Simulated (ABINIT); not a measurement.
Runs of ABINIT 10.8.3 (patched build) on ScAl3. It takes space group Pm-3m (No. 221, cubic). The conventional cell has a = 4.088 Å, b = 4.088 Å, c = 4.088 Å, α = 90.00°, β = 90.00°, γ = 90.00°. Around Sc (site symmetry m-3m) lie 12 Al at 2.89 Å. Around Al (site symmetry 4/mmm) lie 4 Sc at 2.89 Å and 8 Al at 2.89 Å. The cell is a database's computed one.

```csv
task,level,potentials or basis,k mesh,cutoff (eV),fine-grid cutoff,mesh quality,gap on the mesh (eV),pressure (GPa),V0 of scaled cells (Å³/atom),B0 (GPa)
single point,PBEsol,JTH PAW PBE v2.0,6 × 6 × 6,544,1088.46 eV,not flagged,none,-1.0,-,-
single point,LDA,JTH PAW LDA v2.0,6 × 6 × 6,544,1088.46 eV,not flagged,none,-3.8,-,-
single point,LDA,JTH PAW LDA v2.0,3 × 3 × 3,544,1088.46 eV,coarse,none,-3.7,-,-
band structure,HCTH407,JTH PAW PBE v2.0,7 × 7 × 7,544,1088.46 eV,not flagged,none,(a),-,-
single point,PBEsol,JTH PAW PBE v2.0,3 × 3 × 3,544,1088.46 eV,coarse,none,-0.9,-,-
equation of state,PBE,JTH PAW PBE v2.0,7 × 7 × 7,544,1088.46 eV,not flagged,-,-,(b),88
equation of state,LDA,JTH PAW LDA v2.0,7 × 7 × 7,408,816.342 eV,not flagged,-,-,(c),97
band structure,LDA,PseudoDojo NC SR LDA v0.4 stringent,7 × 7 × 7,1061,-,not flagged,none,-4.0,-,-
```

Alike in all rows: no spin polarisation; cell as given; smearing fermi-dirac 0.05 eV.

Problem. Fill in the values left out.

Solution. (a) -5.7; (b) 17.28; (c) 16.38.

Caveats: some runs use coarse meshes; the PAW data sets were made with another functional, which shifts forces and pressure a little (some runs); pressures at fixed basis lie under the slope of the energies (some runs).

A gap of «none» marks a metal or a gap under the smearing width.
